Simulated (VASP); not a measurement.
Here is a VASP 6.6.1 calculation.

The input POSCAR:

```
KI
1.0
    0.0000000000      3.5327750000      3.5327750000
    3.5327750000      0.0000000000      3.5327750000
    3.5327750000      3.5327750000      0.0000000000
K I
1 1
Direct
    0.0000000000      0.0000000000      0.0000000000
    0.5000000000      0.5000000000      0.5000000000
```

Contents of INCAR.step1:

```
ALGO = Normal ; EDIFF = 1E-5
ENCUT = 400 ; GGA = PE
GGA_COMPAT = False ; ISIF = 2
ISMEAR = -1 ; LASPH = True
LCHARG = False ; LREAL = False
LWAVE = True ; NBANDS = 15
NELM = 120 ; PREC = Accurate
SIGMA = 0.02
```

The input INCAR.step2:

```
ALGO = Normal ; EDIFF = 1E-8
ENCUT = 400 ; GGA = PE
GGA_COMPAT = False ; HFSCREEN = 0.2079
ISIF = 2 ; ISMEAR = -1
ISTART = 1 ; LASPH = True
LCHARG = False ; LEFG = True
LHFCALC = True ; LREAL = False
LWAVE = False ; NBANDS = 15
NELM = 120 ; PREC = Accurate
PRECFOCK = Normal ; SIGMA = 0.02
```

The input KPOINTS:

```
k-points
0
Gamma
  4 4 4
```

Potentials or basis: VASP PAW PBE potentials, release 64 (K_sv, I).

Command:

```console
$ cat potpaw_PBE.64/K_sv/POTCAR potpaw_PBE.64/I/POTCAR > POTCAR
$ cp INCAR.step1 INCAR
$ mpirun -np 1 vasp_std > vasp.out
$ cp INCAR.step2 INCAR
$ mpirun -np 1 vasp_std > vasp.out
```

(1) Estimate the band gap on the k mesh.

(2) Estimate the pressure.

## Answers

(1) 4.95 eV.

(2) 0.4 GPa.

Caveat: the PAW data sets were made with another functional, which shifts forces and pressure a little; spin-orbit coupling is left out, which moves the levels of the heavy elements.

**Measured values to compare with.**

From a printed reference work, monograph, for a bulk crystal of KI: band gap 6.32 eV.

Against the measured gap of KI, 6.32 eV (a printed reference work, monograph), the calculated 4.95 eV is off by -1.37 eV. Spin-orbit coupling on I is left out. The value is that of HSE06, without temperature or zero-point motion.
